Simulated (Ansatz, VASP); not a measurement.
## One calculation of MgO, two programs

```xyz
4
Lattice="3.2606 0.0000 0.0000 -1.6303 2.8237 0.0000 0.0000 0.0000 5.1523" Properties=species:S:1:pos:R:3 pbc="T T T"
Mg    0.0000    1.8825    0.2013
Mg    1.6303    0.9412    2.7774
O     0.0000    1.8825    2.0658
O     1.6303    0.9412    4.6420
```

Alike in both runs: task single point; functional PBEsol; k mesh 9 × 9 × 6; occupations gaussian, width 0.05 eV; no spin polarisation.

|  | VASP | Ansatz |
| --- | --- | --- |
| version | VASP 6.6.1 | Ansatz 0.2.0 |
| potentials or method | VASP PAW PBE potentials, release 64 (Mg, O) | scalar-relativistic, plane waves, PAW |
| plane-wave cutoff (eV) | 520 | 520 |
| valence electrons in the cell | 16 | 32 |

```tsv
	VASP	Ansatz	Ansatz less VASP
gap on the k mesh at the Fermi level (eV)	3.62	3.62	+0.003
least direct gap on the mesh (eV)	3.62	3.62	+0.003
pressure (GPa)	1.9	2.2	+0.23
largest component of the traceless stress (GPa)	9.12	8.90	-0.227
rms of the force components (eV/Å)	0.792	0.777	-0.0147
```

Atom by atom the forces differ by 0.015 eV/Å (rms over components). The two sets of potentials don't hold the same shells in valence. Ansatz warned: «pseudo_functional_mismatch».

Caveats: the PAW data sets were made with another functional, which shifts forces and pressure a little (VASP); an odd mesh through Γ misses points on the zone boundary, where band edges often lie.
